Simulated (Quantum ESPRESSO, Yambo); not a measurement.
# LiCl (Fm-3m): G0W0 with Yambo, start to end, part 2 of 2

Aim: the G0W0 gap of LiCl (Fm-3m) on PBE, step by step.

Quantum ESPRESSO 7.5 and Yambo 5.3.0; PBE and many-body steps on it, plane waves. Known limits of the many-body steps: not at the basis limit.

So far. Step 2 (Ground state): The gap is direct, at Γ. Step 3 (Bands along the symmetry lines): The gap is 6.282 eV, −0.002 eV from the run before at this level.

## 4. Empty states on the mesh, 6×6×6 mesh, 82 bands

Level of this step: DFT, PBE, plane waves, norm-conserving pseudopotentials (Quantum ESPRESSO).

The sums over transitions need many empty states on a uniform mesh; this step solves for them.

The input, pw.in:

```
&control
  calculation = 'nscf'
  prefix = 'x'
  outdir = 'o'
  pseudo_dir = 'pseudo'
/
&system
  ibrav = 0
  nat = 2
  ntyp = 2
  ecutwfc = 66.0
  nbnd = 82
  force_symmorphic = .true.
/
&electrons
  conv_thr = 1e-9
  electron_maxstep = 80
  diago_full_acc = .true.
  diago_thr_init = 5e-6
/
ATOMIC_SPECIES
  Li 6.94 Li.upf
  Cl 35.45 Cl.upf
CELL_PARAMETERS angstrom
  0.0000000000 2.5715000000 2.5715000000
  2.5715000000 0.0000000000 2.5715000000
  2.5715000000 2.5715000000 -0.0000000000
ATOMIC_POSITIONS crystal
  Li 0.0000000000 0.0000000000 0.0000000000
  Cl 0.5000000000 0.5000000000 0.5000000000
K_POINTS automatic
  6 6 6 0 0 0
```

Run with:

```
OMP_NUM_THREADS=1 mpirun -n 8 pw.x -nk 4 -in pw.in > pw.out
```

Log:

```text
[banner, memory and clock lines left out]
Program PWSCF v.7.5 starts

     Atomic positions and unit cell read from directory:
     o/x.save/

     Message from routine setup:
     using ibrav=0 with symmetry is DISCOURAGED, use correct ibrav instead

     bravais-lattice index     =            0
     lattice parameter (alat)  =       6.8723  a.u.
     unit-cell volume          =     229.5018 (a.u.)^3
     number of atoms/cell      =            2
     number of atomic types    =            2
     number of electrons       =        10.00
     number of Kohn-Sham states=           82
     kinetic-energy cutoff     =      66.0000  Ry
     charge density cutoff     =     264.0000  Ry
     Exchange-correlation= PBE
                           (   1   4   3   4   0   0   0)

     celldm(1)=   6.872273  celldm(2)=   0.000000  celldm(3)=   0.000000
     celldm(4)=   0.000000  celldm(5)=   0.000000  celldm(6)=   0.000000

     crystal axes: (cart. coord. in units of alat)
               a(1) = (   0.000000   0.707107   0.707107 )
               a(2) = (   0.707107   0.000000   0.707107 )
               a(3) = (   0.707107   0.707107  -0.000000 )

     reciprocal axes: (cart. coord. in units 2 pi/alat)
               b(1) = ( -0.707107  0.707107  0.707107 )
               b(2) = (  0.707107 -0.707107  0.707107 )
               b(3) = (  0.707107  0.707107 -0.707107 )
     Pseudo is Norm-conserving, Zval =  3.0
     Generated using ONCVPSP code by D. R. Hamann
     Using radial grid of 1944 points,  4 beta functions with:
     Pseudo is Norm-conserving + core correction, Zval =  7.0
     Generated using ONCVPSP code by D. R. Hamann
     Using radial grid of 1028 points,  6 beta functions with:
     Li                3.00     6.94000     Li( 1.00)
     Cl                7.00    35.45000     Cl( 1.00)

     48 Sym. Ops., with inversion, found

   Cartesian axes

     site n.     atom                  positions (alat units)
         1        Li     tau(   1) = (   0.0000000   0.0000000   0.0000000  )
         2        Cl     tau(   2) = (   0.7071068   0.7071068   0.7071068  )

     number of k points=    16
                       cart. coord. in units 2pi/alat
        k(    1) = (   0.0000000   0.0000000   0.0000000), wk =   0.0092593
        k(    2) = (   0.1178511   0.1178511  -0.1178511), wk =   0.0740741
        k(    3) = (   0.2357023   0.2357023  -0.2357023), wk =   0.0740741
[...]
[... 4 further rows ...]
        k(   15) = (  -0.1178511  -0.3535534   0.5892557), wk =   0.2222222
        k(   16) = (  -0.7071068   0.2357023   0.0000000), wk =   0.1111111

     Dense  grid:    16529 G-vectors     FFT dimensions: (  36,  36,  36)

     The potential is recalculated from file :
     o/x.save/charge-density

     Starting wfcs are    6 randomized atomic wfcs +   76 random wfcs

     Band Structure Calculation

     End of band structure calculation

          k = 0.0000 0.0000 0.0000 (  2085 PWs)   bands (ev):

   -41.8897 -11.7694   1.5999   1.5999   1.5999   7.8845  13.3924  13.3924
    13.3924  15.9195  15.9195  16.0926  16.0926  16.0926  18.0983  28.3360
    31.3001  31.3001  31.3001  34.3096  34.3096  34.3096  35.5810  35.5810
[...]
103.1499 104.1660

          k = 0.1179 0.1179-0.1179 (  2070 PWs)   bands (ev):

[...]
97.9552  97.9552

          k = 0.2357 0.2357-0.2357 (  2090 PWs)   bands (ev):

[...]
80.2527  81.7149  81.7149  84.2401  84.2401  85.3673  86.7773  87.2968
    87.2968  88.7795  89.3269  89.3269  92.7795  94.0223  94.9227  94.9227
    95.6558  95.6558

          k =-0.3536-0.3536 0.3536 (  2060 PWs)   bands (ev):

     [... further k-points ...]

     highest occupied, lowest unoccupied level (ev):     1.5999    7.8845

     XML data file, pseudopotentials, collected wavefunctions
```

Wall time 3 s (8 MPI ranks of Arm Neoverse V2, shared host); peak memory 0.39 GiB.

Numbers from this step:

```
gap                                                           : 6.285 eV
k of the valence top                                          : 0, 0, 0
k of the conduction bottom                                    : 0, 0, 0
least direct gap                                              : 6.285 eV
k points computed                                             : 16
lowest point of the top converged band, above the valence top : 91.8576 eV
```

On this mesh the gap is 6.285 eV.

## 5. Conversion and set-up

This step: Yambo 5.3.0; conversion and set-up on PBE, plane waves, norm-conserving pseudopotentials.

The states are converted to the many-body program's format and the q mesh is built.

Run with:

```
(cd o/x.save; p2y > p2y.log; mv SAVE ../..); yambo > setup.log
```

Log:

```text
 Yambo, version 5.3.0

 [02] CORE Variables Setup
 =========================

  [02.01] Unit cells
  ==================

  Cell kind             :  FCC
  Atoms in the cell     :  Li  Cl
  number of Li atoms    :  1
  number of Cl atoms    :  1

  List of atomic masses
  Mass of Li    :  6.940000
  Mass of Cl    :  35.45000

  List of atomic coordinates    : [cc]
  Li1       :  0.000000  0.000000  0.000000  order 1
  Cl1       :  4.859431  4.859431  4.859431  order 2

  Alat factors          :  4.859431  4.859431  4.859431 [a.u.]
  Direct lattice volume :  229.5018 [a.u.]
  Direct lattice vectors:  A[ 1 ]  A[ 2 ]  A[ 3 ]
   A[ 1 ]:  0.000000  1.000000  1.000000  [iru]
   0.000000  4.859431  4.859431  [cc]
   A[ 2 ]:  1.000000  0.000000  1.000000  [iru]
   4.859431  0.000000  4.859431  [cc]
   A[ 3 ]:  1.000000  1.000000 -0.000000  [iru]
   4.859431  4.859431 -0.000000  [cc]

  Recip. lattice volume :  1.080820 [a.u.]
  Recip. lattice vectors:  B[ 1 ]  B[ 2 ]  B[ 3 ]
   B[ 1 ]: -0.500000  0.500000  0.500000  [iku]
  -0.646494  0.646494  0.646494  [cc]
   B[ 2 ]:  0.500000 -0.500000  0.500000  [iku]
   0.646494 -0.646494  0.646494  [cc]
   B[ 3 ]:  0.500000  0.500000 -0.500000  [iku]
   0.646494  0.646494 -0.646494  [cc]

  [02.02] Symmetries
  ==================

  Inversion symmetry    : yes
  Spatial inversion     : yes
  Inversion index       :  25
  K-space Time-reversal : no
  Magnetic symmetries   : no
  Group table correct   : yes
  Symmetries units      :  [cc]

   [S  1]:   1.0000      0.80582E-17  0.80582E-17  0.80582E-17   1.0000     -0.80582E-17 -0.80582E-17 -0.80582E-17   1.0000
   [S  2]:  -1.0000     -0.80582E-17  0.80582E-17 -0.80582E-17  -1.0000     -0.80582E-17  0.80582E-17  0.80582E-17   1.0000
   [S  3]:  -1.0000      0.80582E-17 -0.80582E-17 -0.80582E-17   1.0000      0.80582E-17  0.80582E-17 -0.80582E-17  -1.0000
[...]
[... 36 further rows ...]
   [S 47]:  0.80582E-17   1.0000     -0.80582E-17 -0.80582E-17  0.80582E-17  -1.0000       1.0000     -0.80582E-17  0.80582E-17
   [S 48]:  0.80582E-17  -1.0000      0.80582E-17 -0.80582E-17 -0.80582E-17   1.0000       1.0000      0.80582E-17 -0.80582E-17

  [02.03] Reciprocal space
  ========================

  nG shells         :  212
  nG charge         :  16529
  nG WFs            :  2709
  nC WFs            :  2092
  G-vecs. in first 21 shells:  [ Number ]
     1    9   15   27   51   59   65   89  113
    137   169   181   229   259   283   307   331   339
    387   411   459
  ...
  Shell energy in first 21 shells:  [ mHa ]
    0.00000      626.932      835.909      1671.82      2298.75      2507.73      3343.64      3970.57      4179.54
    5015.45      5642.39      6687.27      7314.20      7523.18      8359.09      8986.02      9195.00      10030.9
    10657.8      10866.8      11702.7
  ...

  [02.04] K-grid lattice
  ======================

  Compatible Grid is   : 3D
[...]
WF components:  2090

  [02.05] Energies & Occupations
  ==============================

  [X] === General ===
  [X] Electronic Temperature                        :  0.000000  0.000000 [eV K]
  [X] Bosonic    Temperature                        :  0.000000  0.000000 [eV K]
  [X] Finite Temperature mode                       : no
  [X] El. density                                   :  0.29404E+24 [cm-3]
  [X] Fermi Level                                   :  1.599944 [eV]

  [X] === Gaps and Widths ===
  [X] Conduction Band Min                           :  6.284527 [eV]
  [X] Valence Band Max                              :  0.000000 [eV]
  [X] Filled Bands                                  :   5
  [X] Empty Bands                                   :    6   82
  [X] Direct Gap                                    :  6.284527 [eV]
  [X] Direct Gap localized at k                     :  1
  [X] Indirect Gap                                  :  6.284527 [eV]
  [X] Indirect Gap between kpts                     :  1  1
  [X] Last valence band width                       :  1.084540 [eV]
  [X] 1st conduction band width                     :  2.680914 [eV]

  E @ K [ 1]:  [eV]
   -43.490      -13.369     -0.69390E-09 -0.50080E-09   0.0000       6.2845       11.792       11.792
   11.79243  14.31959  14.31959  14.49263  14.49263  14.49263  16.49839  26.73607
  occ @ K [ 1]
   2.000000  2.000000  2.000000  2.000000  2.000000  0.000000  0.000000  0.000000
[...]
E @ K [ 2]:  [eV]
[...]
occ @ K [ 2]
[...]
E @ K [ 3]:  [eV]
[...]
occ @ K [ 3]
[...]
E @ K [ 8]:  [eV]
[...]
occ @ K [ 8]
[...]
E @ K [ 9]:  [eV]
[...]
occ @ K [ 9]
[...]
E @ K [10]:  [eV]
[...]
occ @ K [10]
[...]
E @ K [11]:  [eV]
[...]
occ @ K [11]
[...]
E @ K [12]:  [eV]
[...]
occ @ K [12]
[...]
E @ K [13]:  [eV]
[...]
occ @ K [13]
[...]
E @ K [14]:  [eV]
[...]
occ @ K [14]
[...]
E @ K [15]:  [eV]
[...]
occ @ K [15]
[...]
E @ K [16]:  [eV]
[...]
occ @ K [16]
   2.000000  2.000000  2.000000  2.000000  2.000000  0.000000  0.000000  0.000000
   0.000000  0.000000  0.000000  0.000000  0.000000  0.000000  0.000000  0.000000

 [03] Transferred momenta grid and indexing
 ==========================================

 IBZ Q-points                                      :  16
 BZ  Q-points                                      :  216

 K/Q-points units:
 rlu = crystal or reduced units; cc = cartesian coordinates; iku = interal k-units

 Q [ 1]         [rlu]:  0.000000  0.000000  0.000000
 Q [ 2]         [rlu]:  0.14937E-17  0.14937E-17  0.16667
 Q [ 3]         [rlu]:  0.29874E-17  0.29874E-17  0.33333
[...]
Q [ 8]         [rlu]: -0.63137E-16  0.16667     -0.33333
 Q [ 9]         [rlu]: -0.29874E-17  0.16667     -0.16667
 Q [10]         [rlu]: -0.79231E-17  0.33333      0.33333
     [... 4 further rows ...]
 Q [15]         [rlu]:  0.166667  0.333333 -0.333333
 Q [16]         [rlu]:  0.166667 -0.500000 -0.333333

  [03.01] X indexes
  =================

   [03.01.01] Sigma indexes
   ========================

 [06] Game Over & Game summary
```

The job ended after 2 s (1 MPI rank; peak memory 0.24 GiB).

## 6. Screening and self-energy, 6×6×6 mesh, 82 bands, screening to 163.3 eV

Now the one-shot GW correction: screening in the RPA, then the self-energy of the levels asked for.

This step: G0W0 on PBE, plane waves, norm-conserving pseudopotentials.

The input, gw1.in:

```
HF_and_locXC
gw0
dyson
ppa
em1d
rim_cut
RandQpts= 1000000
RandGvec= 1 RL
EXXRLvcs= 66 Ry
VXCRLvcs= 264 Ry
Chimod= "HARTREE"
% BndsRnXp
 1 | 82 |
%
NGsBlkXp= 12 Ry
% LongDrXp
 1 | 1 | 1 |
%
% GbndRnge
 1 | 82 |
%
DysSolver= "n"
ExtendOut
PPAPntXp= 27.21138 eV
% QPkrange
 1 | 1 | 4 | 7 |
%
```

Run with:

```
OMP_NUM_THREADS=1 mpirun -n 8 yambo -F gw1.in -J gw1 -C gw1 > gw1.log
```

Log:

```text
 Yambo, version 5.3.0

 [02] CORE Variables Setup
 =========================

  [... cell, symmetries and grids as in the set-up ...]

  [02.05] Energies & Occupations
  ==============================

  [X] === General ===
  [X] Electronic Temperature                        :  0.000000  0.000000 [eV K]
  [X] Bosonic    Temperature                        :  0.000000  0.000000 [eV K]
  [X] Finite Temperature mode                       : no
  [X] El. density                                   :  0.29404E+24 [cm-3]
  [X] Fermi Level                                   :  1.599944 [eV]

  [X] === Gaps and Widths ===
  [X] Conduction Band Min                           :  6.284527 [eV]
  [X] Valence Band Max                              :  0.000000 [eV]
  [X] Filled Bands                                  :   5
  [X] Empty Bands                                   :    6   82
  [X] Direct Gap                                    :  6.284527 [eV]
  [X] Direct Gap localized at k                     :  1
  [X] Indirect Gap                                  :  6.284527 [eV]
  [X] Indirect Gap between kpts                     :  1  1
  [X] Last valence band width                       :  1.084540 [eV]
  [X] 1st conduction band width                     :  2.680914 [eV]

 [03] Transferred momenta grid and indexing
 ==========================================

 IBZ Q-points                                      :  16
 BZ  Q-points                                      :  216

 K/Q-points units:
 rlu = crystal or reduced units; cc = cartesian coordinates; iku = interal k-units

 Q [ 1]         [rlu]:  0.000000  0.000000  0.000000
 Q [ 2]         [rlu]:  0.14937E-17  0.14937E-17  0.16667
 Q [ 3]         [rlu]:  0.29874E-17  0.29874E-17  0.33333
 Q [ 4]         [rlu]: -0.20204E-16 -0.20204E-16 -0.50000
 Q [ 5]         [rlu]: -0.39616E-17  0.16667      0.16667
 Q [ 6]         [rlu]: -0.29407E-16  0.16667      0.33333
 Q [ 7]         [rlu]: -0.24768E-16  0.16667      0.50000
 Q [ 8]         [rlu]: -0.63137E-16  0.16667     -0.33333
 Q [ 9]         [rlu]: -0.29874E-17  0.16667     -0.16667
 Q [10]         [rlu]: -0.79231E-17  0.33333      0.33333
     [... 4 further rows ...]
 Q [15]         [rlu]:  0.166667  0.333333 -0.333333
 Q [16]         [rlu]:  0.166667 -0.500000 -0.333333

 [04] Coloumb potential Random Integration (RIM)
 ===============================================

  [04.01] RIM initialization
  ==========================

  * Diagonal components only detected *

  8 x (sBL volume)        :  0.040030 [a.u.]
  sBZ random points       :  1000000
  Points outside the sBZ  :   7968281
  RL volume               :  1.080820 [a.u.]
  Integrated volume       :  1.085122 [a.u.]

  [04.02] RIM integrals
  =====================

  Gamma point sphere radius             :  0.062051 [a.u.]
  Points outside the sphere             :   800476
  [Int_sBZ(q=0) 1/q^2]*(Vol_sBZ)^(-1/3) =:  7.776341
                                 should be <:  7.795600

  Summary of Coulomb integrals for non-metallic bands |Q|[au] RIM/Bare

  Q [1] 0.100000E-4 0.997530 * Q [2] 0.186627 1.068930
  Q [5] 0.215498 1.066842 * Q [9] 0.304760 1.029370
  Q [6] 0.357363 1.022832 * Q [3] 0.373253 1.020719
  Q [10] 0.430996 1.016898 * Q [8] 0.469667 1.014268
  Q [14] 0.481868 1.014084 * Q [7] 0.527860 1.012338
  Q [11] 0.559880 1.011418 * Q [4] 0.559880 1.011206
  Q [12] 0.609520 1.009969 * Q [15] 0.637452 1.009503
  Q [13] 0.646494 1.009835 * Q [16] 0.681464 1.009265

 [05] Dipoles
 ============

  [05.01] Setup: observables and procedures
  =========================================

 [06] Dynamic Dielectric Matrix (PPA)
 ====================================

 [SLK-Inversion]  Pools        :  2
 [SLK-Inversion]  BLACS grid   :  2  2

 [WR./gw1//ndb.pp]---------------------------------------------------------------
  Brillouin Zone Q/K grids (IBZ/BZ)                :   16  216   16  216
  RL vectors                                       :  2733 [WF]
  Coulomb cutoff potential                         : none
  Electronic Temperature                           :  0.000000 [K]
  Bosonic    Temperature                           :  0.000000 [K]
  PPA    diel. fun.  energies                      : Perdew, Burke & Ernzerhof(X)+Perdew, Burke & Ernzerhof(C)
  wavefunctions                                    : Perdew, Burke & Ernzerhof(X)+Perdew, Burke & Ernzerhof(C)
  Global Gauge                                     : length
  X matrix size                                    :  181
  X band range                                     :    1   82
  X e/h energy range                               : -1.000000 -1.000000 [eV]
  X Time ordering                                  : R
  X Hxc Kernel                                     : HARTREE
  X Drude frequency                                :  0.000000  0.000000
  X poles                                          :  100.0000 [o/o]
  RL vectors in the sum                            :  2733
  [r,Vnl] included                                 : yes
  Field direction                                  :  0.577350E-5  0.577350E-5  0.577350E-5
  BZ energy Double Grid                            : no
  BZ energy DbGd points                            : 0
  BZ Q point size factor                           : -1.000000
  X Optical Averaged directions                    : none

 [07] Local Exchange-Correlation + Non-Local Fock
 ================================================

 [VXC] Plane waves :  16529
 [EXS] Plane waves :  2109

 QP @ state[ 1 ] K range:  1  1
 QP @ state[ 1 ] b range:   4   7

 [xc] Functional : Perdew, Burke & Ernzerhof(X)+Perdew, Burke & Ernzerhof(C)
 [xc] LIBXC used to calculate xc functional
  PP Number of Atomic Species                      :  2
  NLCC RL compoments                               :  16529
  PP Number of Atomic Species                      :  2
  NLCC RL compoments                               :  16529

 [xc] E_xc :  -4.646420 [Ha]
      E_xc :  -9.292840 [Ry]

  Local XC kind (lXC) : Perdew, Burke & Ernzerhof(X)+Perdew, Burke & Ernzerhof(C)
  Non-Local XC kind (nlXC) : Hartree-Fock

  Corrections @ K [1] :  [eV]
 <4|nlXC|4> = -18.99618 -0.42648E-17 <4|lXC|4> = -14.69348  0.94409E-16
 <5|nlXC|5> = -18.99613  0.78707E-17 <5|lXC|5> = -14.69348  0.18882E-15
 <6|nlXC|6> = -4.760942 -0.95711E-18 <6|lXC|6> = -9.169748  0.65874E-21
 <7|nlXC|7> = -4.381635 -0.35272E-18 <7|lXC|7> = -9.606707 -0.18882E-15

 [08] Dyson equation: Newton solver
 ==================================

  [08.01] G0W0 (W PPA)
  ====================

  [  GW  ] Bands range     :    1   82
  [GW/PPA] G damping       :  0.100000 [eV]

  QP @ state[ 1 ] K range:  1  1
  QP @ state[ 1 ] b range:   4   7

   Sc/G bands                                       :    1   82
   Sc/G damping                                     :  0.100000 ev
   Sc bands terminator                              : no
   Sx RL components                                 :  2109

   QP @ state[ 1 ] K range                          :  1  1
   QP @ state[ 1 ] b range                          :   4   7
   GF energies kind                                 : Perdew, Burke & Ernzerhof(X)+Perdew, Burke & Ernzerhof(C)
   GF WF`s kind                                     : Perdew, Burke & Ernzerhof(X)+Perdew, Burke & Ernzerhof(C)
   Xs energies kind                                 : Perdew, Burke & Ernzerhof(X)+Perdew, Burke & Ernzerhof(C)
   Xs WF`s kind                                     : Perdew, Burke & Ernzerhof(X)+Perdew, Burke & Ernzerhof(C)

 [11] Game Over & Game summary
```

It took 32 s on 8 MPI ranks; peak memory 2.8 GiB.

Numbers from this step:

| Item | Value |
| --- | --- |
| G0W0 gap on the points computed | 8.933 eV |
| starting gap on the mesh | 6.285 eV |
| k of the valence top | 0, 0, 0 |
| k of the conduction bottom | 0, 0, 0 |
| least direct G0W0 gap on the computed points | 8.933 eV |
| Z at the valence top | 0.8098 |
| Z at the conduction bottom | 0.8515 |

The gap on the mesh goes from 6.28 eV to 8.93 eV, a correction of +2.65 eV.

Limits: finite bands, cutoff and mesh. v1 is the top filled band, c1 the lowest empty one. Levels before and after the correction, in eV, zero at the valence-band top of each column:

```tsv
	conduction bottom	valence top
Kohn-Sham	6.28	0.00
G0W0	8.93	0.00
```

```tsv
	level	energy (eV)
Kohn-Sham	Γ v2-v1	0.000
Kohn-Sham	Γ c1	6.285
Kohn-Sham	Γ c2	11.792
G0W0	Γ v2-v1	0.000
G0W0	Γ c1	8.933
G0W0	Γ c2	14.958
```

## 7. Where the time went

Times are wall times on the hardware named with each run, good to a factor of about two.

```tsv
step	time	share	memory (GiB)
ground state	1.9 s	5 %	0.06
bands along the symmetry lines	1.6 s	4 %	0.05
empty states on the mesh	3 s	7 %	0.39
conversion and set-up	2 s	5 %	0.24
screening and self-energy	32 s	79 %	2.8
```

## 8. What came out

* PBE gap: 6.28 eV, indirect (only 2 meV under the direct gap)
* G0W0 gap on the mesh: 8.93 eV
* GW settings: 6×6×6 mesh, 82 bands, screening to 163.3 eV, Godby-Needs plasmon pole
* known limits: not at the basis limit

In words: G0W0 moves the gap on the mesh from 6.28 eV to 8.93 eV (+2.65 eV), with Z of 0.81 and 0.85 at the edges. Only 1 of the mesh's irreducible points was corrected, so a valley elsewhere could overtake. The dearest step here is «screening and self-energy». Bands and cutoff are finite, so the gap is not at the basis limit. The miss can reach some tenths of an eV and take either sign; the mesh is an error of its own. In the G0W0 run levels were corrected at 1 k point alone, so a gap called «on the mesh» is the least over those, and an edge elsewhere would be missed.

[Paths, hosts, dates, memory and timing lines, banners, echoed tables and standing remarks are left out of the program output.]

[Logs are printed without paths, hosts, clocks, repeated set-up lines and the standing remarks that a program may print on its own settings, such as how far it seeks lower states.]

[Runs of the session that timed out or met a known fault of the program may be left out.]

[Hosts, paths, dates, database ids (printed as entryN), source tags and the programs' standing remarks are cut or masked in the printed files.]
